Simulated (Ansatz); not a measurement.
# Li started on a Cl site and Cl started on a Li site, 4.39 Å apart on the ideal sites in rocksalt LiCl, 64 atoms, charge 0

All numbers below come from DFT, PBEsol, PAW, plane waves (Ansatz).

Command:

```sh
ansatz run in.yaml --threads 7 --pin off --max-ram 13300MiB --runs-dir r --events-out ev --progress --plain
```

The input less its lattice and atoms:

```yaml
crystal:
  symmetry: { detect: false }
kpoints:
  mp_grid: { grid: [1, 1, 1], shift: [0.25, 0.25, 0.25] }
hamiltonian:
  xc: pbesol
scf:
  occupations: { method: fermi_dirac, width: 0.01 }
relax:
  f_tol: 0.03
  max_steps: 80
  escape_saddle: false
  adjacent_minimum: "off"
output:
  forces: true
  eigenvalues: true
  populations: true
```

Start:

```
Cl Li
1.0
    10.13271    0.00000    0.00000
     0.00000   10.13271    0.00000
     0.00000    0.00000   10.13271
Cl Li
32 32
Cartesian
  2.5038 0.0007 0.0110
  2.5317 10.0982 5.0522
  2.5323 5.0055 0.0317
  7.5735 10.1034 10.1213
  7.5509 0.0064 5.0783
  7.5799 5.0849 0.0091
  7.6312 5.1116 5.0705
  10.0995 2.5468 0.0140
  0.0084 2.5102 5.0296
  10.1102 7.5741 10.1177
  10.1302 7.5848 5.0206
  5.0668 2.5701 0.0318
  5.0496 2.5400 5.0779
  5.0814 7.5678 0.0182
  5.0699 7.6123 5.0627
  10.1220 0.0305 2.5548
  0.0228 10.1041 7.5830
  10.1027 5.0741 2.5089
  10.1313 5.0315 7.5933
  5.1034 10.1102 2.5251
  5.0766 0.0363 7.5737
  5.0539 5.0746 2.5128
  5.0205 5.0793 7.6172
  2.5444 2.5296 2.5474
  2.5586 2.5352 7.6138
  2.5275 7.5934 2.5054
  2.5344 7.5610 7.6249
  7.5761 2.5239 2.5573
  7.6022 2.5325 7.6038
  7.5768 7.5952 2.5136
  7.6020 7.5802 7.5766
  10.1059 2.5502 2.5403
  2.5210 5.0504 5.0861
  10.1074 10.1289 0.0329
  10.1112 10.1161 5.0548
  0.0217 5.0311 0.0110
  10.1066 5.0657 5.0457
  5.0313 10.1151 0.0642
  5.1063 0.0004 5.0829
  5.0591 5.0330 10.1312
  5.0645 5.0929 5.0511
  2.5689 2.5660 0.0001
  2.5832 2.5186 5.0420
  2.5313 7.5736 0.0099
  2.5551 7.5884 5.0848
  7.5946 2.5424 0.0291
  7.5921 2.5253 5.0606
  7.5524 7.6224 10.1011
  7.5811 7.6038 5.0619
  2.5317 10.1016 2.5210
  2.5143 10.1317 7.5833
  2.5679 5.0696 2.5418
  2.5232 5.0540 7.5851
  7.6035 0.0071 2.5361
  7.5887 0.0315 7.5953
  7.5855 5.0570 2.5269
  7.5923 5.0462 7.5911
  10.1195 2.5528 7.6014
  10.1274 7.6001 2.5181
  10.1029 7.5831 7.6033
  5.0570 2.5373 2.5490
  5.0666 2.5438 7.6106
  5.0834 7.5990 2.5658
  5.0833 7.6193 7.6328
```

Steps:

| step | energy less the first (eV) | largest force component (eV/Å) |
| --- | --- | --- |
| start | 0.000 | 2.661 |
| 1 | -2.732 | 1.358 |
| 2 | -4.782 | 0.635 |
| 3 | -5.308 | 0.552 |
| 4 | -5.653 | 0.492 |
| 5 | -6.070 | 0.348 |
| 6 | -6.435 | 0.288 |
| 7 | -6.781 | 0.368 |
| 8 | -7.017 | 0.435 |
| 9 | -7.197 | 0.363 |
| 10 | -7.341 | 0.330 |
| 11 | -7.465 | 0.237 |
| 12 | -7.588 | 0.351 |
| 13 | -7.724 | 0.351 |
| 14 | -7.902 | 0.527 |
| 15 | -8.108 | 0.598 |
| 16 | -8.329 | 0.614 |
| 17 | -8.518 | 0.342 |
| 18 | -8.693 | 0.228 |
| 19 | -8.812 | 0.126 |
| 20 | -8.900 | 0.099 |
| 21 | -8.972 | 0.095 |
| 22 | -9.044 | 0.197 |
| 23 | -9.128 | 0.160 |
| 24 | -9.199 | 0.043 |
| 25 | -9.209 | 0.006 |
| 26 | -9.209 | 0.009 |

A structure on the way, about -4.78 eV from the start:

```xyz
64
Lattice="10.1327 0.0000 0.0000 0.0000 10.1327 0.0000 0.0000 0.0000 10.1327" Properties=species:S:1:pos:R:3 pbc="T T T"
Cl    2.5320   10.1199   10.1247
Cl    2.5506   10.1004    5.0749
Cl    2.5406    5.0469   10.1274
Cl    7.5703   10.1068   10.1088
Cl    7.5674   10.1215    5.0899
Cl    7.5735    5.0867   10.1170
Cl    7.5826    5.0975    5.0838
Cl   10.1276    2.5461    9.8174
Cl    0.1141    2.6167    5.3553
Cl    0.0022    7.5660   10.0695
Cl    0.0822    7.5142    5.1021
Cl    5.0446    2.5587   10.0865
Cl    4.9885    2.6206    5.1450
Cl    5.0490    7.5698   10.1250
Cl    4.9978    7.5375    5.0831
Cl    0.0026    9.8077    2.5590
Cl    0.0205   10.0692    7.5685
Cl    0.0833    5.3907    2.6096
Cl    0.0823    5.0945    7.5117
Cl    5.0553   10.0601    2.5476
Cl    5.0489    0.0018    7.5805
Cl    4.9922    5.1377    2.6030
Cl    4.9744    5.0870    7.5324
Cl    2.8626    2.6288    2.6471
Cl    2.5862    2.6106    7.5302
Cl    2.5823    7.5258    2.5941
Cl    2.5460    7.5096    7.5420
Cl    7.2208    2.5422    2.5657
Cl    7.5497    2.5511    7.5757
Cl    7.5369    7.5791    2.5404
Cl    7.5862    7.5745    7.5707
Cl   10.1198    2.5441    2.5215
Li    2.4580    4.9764    5.0486
Li   10.1077    0.0330    0.0630
Li   10.1127    0.0221    5.0167
Li   10.1290    4.9994    0.0542
Li    9.8515    5.0339    5.0073
Li    5.0474   10.1315    0.0595
Li    5.1015    0.0142    5.0681
Li    5.0759    5.0317    0.0123
Li    5.3162    5.0758    5.0448
Li    2.5121    2.5394    0.0457
Li    2.5430    2.2412    5.0162
Li    2.5145    7.5935    0.0209
Li    2.5368    7.8333    5.0681
Li    7.6331    2.5352    0.0707
Li    7.6324    2.5176    5.0092
Li    7.5771    7.6178   10.1258
Li    7.6005    7.6132    5.0468
Li    2.4856    0.0177    2.5158
Li    2.5054    0.0119    7.6016
Li    2.5235    5.0345    2.2794
Li    2.5184    5.0494    7.8582
Li    7.6356    0.0487    2.5271
Li    7.6009    0.0345    7.6067
Li    7.6330    5.0112    2.5126
Li    7.6058    5.0418    7.6090
Li   10.1107    2.5333    7.6061
Li   10.1151    7.6196    2.5102
Li   10.0961    7.6043    7.6167
Li    5.0680    2.5259    2.5357
Li    5.0803    2.5241    7.6259
Li    5.0931    7.6148    2.5386
Li    5.0914    7.6300    7.6414
```

End:

```xyz
64
Lattice="10.1327 0.0000 0.0000 0.0000 10.1327 0.0000 0.0000 0.0000 10.1327" Properties=species:S:1:pos:R:3 pbc="T T T"
Cl    2.5692    0.0601    0.0651
Cl    2.6869    0.0558    5.2260
Cl    2.6879    5.2227    0.0609
Cl    7.2724    9.8062    9.8126
Cl    7.6585    0.0602    5.1087
Cl    7.6586    5.1034    0.0652
Cl    7.6538    5.2222    5.2266
Cl    0.4557    2.9897    9.8257
Cl    0.1033    2.6376    5.1140
Cl    0.0659    7.6509    0.0649
Cl    0.1395    7.5135    5.1947
Cl    5.1167    2.6000    0.0650
Cl    4.9785    2.6736    5.1947
Cl    5.0315    7.5661    0.0718
Cl    5.0771    7.6104    5.1376
Cl    0.4525    9.8222    2.9923
Cl    0.0659    0.0604    7.6559
Cl    0.1031    5.1090    2.6424
Cl    0.1396    5.1906    7.5173
Cl    5.1166    0.0602    2.6049
Cl    5.0318    0.0670    7.5712
Cl    4.9785    5.1903    2.6791
Cl    5.0776    5.1332    7.6157
Cl    2.5746    2.6375    2.6423
Cl    2.6556    2.6733    7.5172
Cl    2.6555    7.5134    2.6790
Cl    2.5979    7.6111    7.6162
Cl    7.2871    2.9879    2.9938
Cl    7.6584    2.6001    7.6559
Cl    7.6583    7.6509    2.6050
Cl    7.6648    7.5657    7.5705
Cl    8.9230    1.3267    1.3271
Li    0.0941    2.6282    2.6338
Li    0.0568   10.1264   10.1323
Li    0.0706   10.1314    5.2179
Li    0.0709    5.2136    0.0047
Li    9.9523    5.1124    5.1170
Li    5.0351   10.1296    0.0024
Li    5.1393    0.0691    5.1314
Li    5.1390    5.1268    0.0742
Li    5.3486    5.1148    5.1202
Li    2.6795    2.6048    0.0048
Li    2.5777    2.3541    5.1169
Li    2.5923    7.6737    0.0741
Li    2.5811    7.8829    5.1206
Li    7.5914    2.5928   10.1311
Li    7.5976    2.6046    5.2184
Li    7.5953    7.5690    0.0022
Li    7.6675    7.6739    5.1312
Li    2.6783   10.1311    2.6104
Li    2.5922    0.0694    7.6783
Li    2.5778    5.1124    2.3591
Li    2.5805    5.1145    7.8884
Li    7.5936   10.1279    2.5943
Li    7.5957   10.1297    7.5749
Li    7.5971    5.2130    2.6106
Li    7.6680    5.1266    7.6782
Li    0.1180    2.6522    7.5847
Li    0.1172    7.5800    2.6569
Li    0.0534    7.6450    7.6495
Li    5.0455    2.6518    2.6572
Li    5.1102    2.5880    7.6495
Li    5.1105    7.6451    2.5929
Li    5.1329    7.6676    7.6724
```

Self-consistency was reached.

Time: 3 min of wall time on 7 threads of a Neoverse-V2 processor, on a host shared with other runs; peak host memory 1.7 GiB.

Problem. How much energy did the relaxation gain, and which atom moved most?

Solution. 9.21 eV in 26 steps, from a start with small random displacements; atom 33 (Li) moved 4.22 Å, the median atom 0.15 Å (drift of the whole cell removed).

The one k point has no symmetry partners, which can distort the end along one axis.
